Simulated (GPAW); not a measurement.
Runs of GPAW 26.7.0 on FeO (Wuestite). It takes space group R-3m (No. 166, trigonal). Conventional cell: a = 3.038 Å, b = 3.038 Å, c = 7.559 Å, α = 90.00°, β = 90.00°, γ = 120.00°. Fe (site symmetry -3m) is surrounded by 6 O at 2.16 Å. O (site symmetry -3m) has 6 Fe at 2.16 Å as nearest neighbours. 

```csv
task,level,potentials or basis,k mesh,band path,band points,mesh quality,gap on the mesh (eV),pressure (GPa),moment (μB)
band structure,LDA,"the program's PAW data sets (release 1.2.1) made for this functional, pw",7 × 7 × 7,"GLB1,BZGX,QFP1Z,LP",100,coarse,-,(a),4.00
single point,PBEsol,"PAW data sets generated in the run's folder for this functional, pw",11 × 11 × 11,-,-,not flagged,none,-8.0,4.00
band structure,PBEsol,"PAW data sets generated in the run's folder for this functional, pw",7 × 7 × 7,"GLB1,BZGX,QFP1Z,LP",100,coarse,-,-8.0,4.01
single point,PBE,"GPAW PAW data sets (gpaw-data 1.2.1), pw",11 × 11 × 11,-,-,not flagged,none,-0.2,4.00
```

Alike in all rows: spin collinear, ferromagnetic start; cell as given; cutoff (eV) 800; smearing fermi-dirac 0.05 eV.

Q: Fill in the values left out.

A: (a) -16.3.

Caveats: some runs use coarse meshes; a cell with one magnetic atom can't hold antiferromagnetic order, which such compounds often take; semilocal functionals often make such compounds metallic where correlation or magnetic order opens a gap, which also shifts bond lengths.

A gap of «none» marks a metal or a gap under the smearing width.
